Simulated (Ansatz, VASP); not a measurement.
# One calculation of ZnO, two programs

```
Zn O
1.0
     3.23735    0.00000    0.00000
    -1.61868    2.80363    0.00000
     0.00000    0.00000    5.22206
Zn O
2 2
Direct
  0.66667 0.33333 0.50059
  0.33333 0.66667 0.00059
  0.66667 0.33333 0.88163
  0.33333 0.66667 0.37972
```

The cell is a database's computed one.

Alike in both runs: task single point; functional LDA; k mesh 12 × 12 × 7; occupations fermi-dirac, width 0.05 eV; no spin polarisation.

```csv
,VASP,Ansatz
version,VASP 6.6.1,Ansatz 0.2.0
potentials or method,"VASP PAW LDA potentials, release 64 (Zn, O), cutoff 520 eV","all-electron LAPW, scalar-relativistic"
```

```csv
,VASP,Ansatz,Ansatz less VASP
gap on the k mesh at the Fermi level (eV),0.74,0.74,+0.003
least direct gap on the mesh (eV),0.74,0.74,+0.003
rms of the force components (eV/Å),0.038,0.037,-0.0013
```

Atom by atom the forces differ by 0.001 eV/Å (rms over components). Ansatz ran all-electron here, so the differences hold the error of VASP's frozen core and of both bases.

As with any semilocal functional, this LDA gap is likely too small.
